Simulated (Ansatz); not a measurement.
Take a crystal in which I has been replaced by Cl on all its sites, with the cell rescaled by a rough guess (in some cases also distorted within its space group) and nothing relaxed:

```yaml
crystal:
  lattice:
    - [4.18427, 0.00000, 0.00000]
    - [0.00000, 4.18427, 0.00000]
    - [0.00000, 0.00000, 4.18427]
  atoms:
    - { symbol: K, position: [0.00000, 0.00000, 0.00000] }
    - { symbol: Cl, position: [0.50000, 0.50000, 0.50000] }
```

Theory: DFT PBE, scalar-relativistic, plane waves, PAW (Ansatz 0.2.0).

Settings: cutoff 420 eV, Γ-centred mesh 6×6×6 on the computed 2-atom cell, Gaussian smearing of 0.02 eV; no spin polarisation.

(1) Will this cell want to expand or contract, and how hard?

(2) Is it a metal on this mesh?

(3) What is its energy against the elements in their standard states?

## Answers

(1) The pressure is -2.6 GPa (positive in compression), so the cell would contract.

(2) No: the gap is 3.91 eV, the least direct gap 4.06 eV.

(3) -1.832 eV/atom at this unrelaxed geometry, with the elements in the same functional.

This CsCl-type form isn't the usual stable structure of the compound.